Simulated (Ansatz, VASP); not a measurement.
NaH: VASP beside Ansatz

```xyz
2
Lattice="0.0000 2.4070 2.4070 2.4070 0.0000 2.4070 2.4070 2.4070 0.0000" Properties=species:S:1:pos:R:3 pbc="T T T"
Na    0.0000    0.0000    0.0000
H     2.4070    2.4070    2.4070
```

Change from the starting cell: volume scaled by 0.96.

Alike in both runs: task single point; functional PBEsol; k mesh 9 × 9 × 9; occupations fermi-dirac, width 0.05 eV; no spin polarisation.

```csv
,VASP,Ansatz
version,VASP 6.6.1,Ansatz 0.2.0
potentials or method,"VASP PAW PBE potentials, release 64 (Na_pv, H)",Ansatz PAW
plane-wave cutoff (eV),520,420
valence electrons in the cell,8,10
```

```tsv
	VASP	Ansatz	Ansatz less VASP
gap on the k mesh at the Fermi level (eV)	3.89	3.89	+0.002
least direct gap on the mesh (eV)	4.63	4.64	+0.003
pressure (GPa)	-0.3	-0.3	+0.01
```

The functional is the same, so the differences come from potentials, cutoffs and numerics. The two sets of potentials don't hold the same shells in valence.

Caveats: the PAW data sets were made with another functional, which shifts forces and pressure a little (VASP); an odd mesh through Γ misses points on the zone boundary, where band edges often lie (VASP); odd divisions of the mesh miss points on the zone boundary, where band edges often lie, so the gap on the mesh can be too wide (Ansatz); the PAW data sets come from PBE, with cores solved anew for the run's functional, which leaves a small shift of forces and pressure (Ansatz).
